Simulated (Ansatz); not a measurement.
This was printed by a script on Ansatz's Python interface, for a convergence test of the k-point mesh of C, space group C2/m. What did the script look like? Level of theory (first run): PBEsol, PAW, the default cutoff (420 eV here), 4×4×2 k-points, cold smearing of 0.1 eV. The script varies spacing (1/A): 0.9, 0.7, 0.55, 0.45, 0.35.

`c.cif`
```cif
data_C
_cell_length_a 2.456455
_cell_length_b 2.456455
_cell_length_c 3.764525
_cell_angle_alpha 108.49663
_cell_angle_beta 108.49663
_cell_angle_gamma 60.00297
_symmetry_space_group_name_H-M 'P 1'
_symmetry_Int_Tables_number 1
loop_
_symmetry_equiv_pos_as_xyz
'x, y, z'
loop_
_atom_site_label
_atom_site_type_symbol
_atom_site_fract_x
_atom_site_fract_y
_atom_site_fract_z
C1 C    0.833356    0.833356    0.000093
C2 C    0.166644    0.166644    0.999907
```

```console
$ python kconv_c.py
DeckWarning: basis.ecutwfc = 420 eV, auto-derived from the records' recommended cutoffs: set by C (normal level)
0.9: -11.19 meV/atom
0.7: +7.29 meV/atom
0.55: +12.87 meV/atom
0.45: -9.07 meV/atom
```
(Warnings from the package without file and line.)

The script that was run (others could print the same):

`kconv_c.py`
```python
"""k-point test for C."""

import csv

import ansatz as az
from ase.io import read

FUNCTIONAL = "PBEsol"
OCCUPATIONS = "Marzari-Vanderbilt"

atoms = read("c.cif")
structure = az.Crystal.from_ase(atoms)

calculation = (
    structure.calculation()
    .functional(FUNCTIONAL)
    .occupations(OCCUPATIONS, width=100 * az.meV)
    .pseudopotentials("paw")
)

rows = []
for value in [0.9, 0.7, 0.55, 0.45, 0.35]:
    summary = calculation.kpoints(spacing=value).run().report
    rows.append((value, summary["free_energy_ev"] / len(summary["lattice"]["sites"]), summary["n_iterations"], summary["n_kpoints"]))

with open("kconv.csv", "w", newline="") as handle:
    writer = csv.writer(handle)
    writer.writerow(["spacing (1/A)", "F/atom (eV)", "iterations", "k-points"])
    writer.writerows([round(v, 5) if isinstance(v, float) else v for v in row] for row in rows)

# differences from the last row
for row in rows[:-1]:
    shift = 1000 * (row[1] - rows[-1][1])
    print(f"{row[0]}: {shift:+.2f} meV/atom" + ("  (within 5 meV)" if abs(shift) < 5 else ""))
```

What to keep in mind:
- Within a few hundredths of an angstrom the cell has the higher group R-3m; the lower one is a small distortion.
- Shifts are counted from the finest mesh, which is itself no proven limit.
- Wall time of the script: 2.8 s on 1 thread of Arm Neoverse V2, on a shared host, peak memory 0.39 GiB.
